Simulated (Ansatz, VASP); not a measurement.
## ZrB: VASP beside Ansatz

```xyz
2
Lattice="0.0000 2.4648 2.3196 2.4648 0.0000 2.3196 2.4648 2.4648 0.0000" Properties=species:S:1:pos:R:3 pbc="T T T"
Zr    0.0000    0.0000    0.0000
B     2.4648    2.4648    2.3196
```

Alike in both runs: task single point; functional LDA; k mesh 18 × 18 × 18; occupations gaussian, width 0.15 eV; no spin polarisation.

|  | VASP | Ansatz |
| --- | --- | --- |
| version | VASP 6.6.1 | Ansatz 0.2.0 |
| potentials or method | VASP PAW LDA potentials, release 64 (Zr_sv, B) | scalar-relativistic, plane waves, PAW |
| plane-wave cutoff (eV) | 520 | 520 |
| valence electrons in the cell | 15 | 15 |

Ansatz gave:

* gap on the k mesh at the Fermi level (eV): none
* pressure (GPa): 1.0
* largest component of the traceless stress (GPa): 13.90

Question: Which values does VASP return?

Answer: gap on the k mesh at the Fermi level (eV): none; pressure (GPa): 1.3; largest component of the traceless stress (GPa): 13.95.

A gap of «none» marks a metal or a gap that the smearing closes.
